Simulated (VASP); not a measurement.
## Cu2O in VASP 6.6.1, single-point calculation

INCAR

```
ENCUT = 520
LREAL = .FALSE.
IBRION = -1
ALGO = VeryFast
NBANDS = 37
SIGMA = 0.02
ISIF = 2
LASPH = .TRUE.
GGA = PE
LWAVE = .FALSE.
EDIFF = 1E-7
NELM = 120
ISMEAR = -1
PREC = Accurate
LCHARG = .FALSE.
NSW = 0
```

KPOINTS

```
KPOINTS created by Atomic Simulation Environment
0
Gamma
3 3 3
0 0 0
```

POSCAR

```
Cu O
 1.0000000000000000
     4.1611586921999999    0.0000000000000000    0.0000000000000000
     0.0000000000000000    4.1611586921999999    0.0000000000000000
     0.0000000000000000    0.0000000000000000    4.1611586921999999
 Cu  O
   4   2
Cartesian
  1.0402896730500000  1.0402896730500000  3.1208690191499997
  3.1208690191499997  1.0402896730500000  1.0402896730500000
  1.0402896730500000  3.1208690191499997  1.0402896730500000
  3.1208690191499997  3.1208690191499997  3.1208690191499997
  2.0805793460999999  2.0805793460999999  2.0805793460999999
  0.0000000000000000  0.0000000000000000  0.0000000000000000
```

The recommended PBE PAW datasets give the neutral cell 56 valence electrons.

Command

```
mpirun -np 1 vasp_std
```

Question: Predict the outcome of this run.

Answer: It converged. Results: gap between bands v and c on the k mesh 0.71 eV; least direct gap on the k mesh 0.71 eV; pressure 15.2 GPa. Band v is the last that the valence electrons fill when counted band by band, and c is the next.

OSZICAR

```
N       E                     dE             d eps       ncg     rms          rms(c)
RMM:   1     0.441887023374E+03    0.44189E+03   -0.21698E+04   148   0.223E+03
RMM:   2     0.802704360925E+02   -0.36162E+03   -0.38143E+03   148   0.348E+02
RMM:   3     0.213761583999E+02   -0.58894E+02   -0.52725E+02   148   0.205E+02
RMM:   4    -0.858296513690E+01   -0.29959E+02   -0.17603E+02   148   0.125E+02
RMM:   5    -0.209459193228E+02   -0.12363E+02   -0.88961E+01   148   0.865E+01
RMM:   6    -0.273441224094E+02   -0.63982E+01   -0.45704E+01   148   0.575E+01
RMM:   7    -0.304510620786E+02   -0.31069E+01   -0.21974E+01   148   0.428E+01
RMM:   8    -0.319362877636E+02   -0.14852E+01   -0.10809E+01   148   0.275E+01
RMM:   9    -0.330844864526E+02   -0.11482E+01   -0.95921E+00   411   0.198E+01
RMM:  10    -0.332204407619E+02   -0.13595E+00   -0.10715E+00   458   0.490E+00
...
RMM:  18    -0.269047637980E+02   -0.42455E-03   -0.39242E-03   356   0.773E-01    0.119E-01
RMM:  19    -0.269045792358E+02    0.18456E-03   -0.13772E-03   357   0.376E-01    0.259E-02
RMM:  20    -0.269046087167E+02   -0.29481E-04   -0.41526E-04   392   0.203E-01    0.207E-02
RMM:  21    -0.269046113329E+02   -0.26162E-05   -0.10664E-04   377   0.808E-02    0.705E-03
RMM:  22    -0.269046138182E+02   -0.24853E-05   -0.24471E-05   364   0.509E-02    0.244E-03
RMM:  23    -0.269046144572E+02   -0.63899E-06   -0.10434E-05   349   0.260E-02    0.396E-03
RMM:  24    -0.269046143104E+02    0.14686E-06   -0.24869E-06   305   0.178E-02    0.820E-04
RMM:  25    -0.269046144195E+02   -0.10912E-06   -0.11191E-06   291   0.767E-03    0.488E-04
RMM:  26    -0.269046144312E+02   -0.11742E-07   -0.16641E-07   206   0.443E-03
   1 F= -.26904614E+02 E0= -.26904614E+02  d E =-.187712E-08
```

These settings aren't sound, so the numbers aren't properties of the crystal.

On sound settings PBE gives a gap of 0.71 eV on its mesh and a pressure of 14.8 GPa for the intended cell.
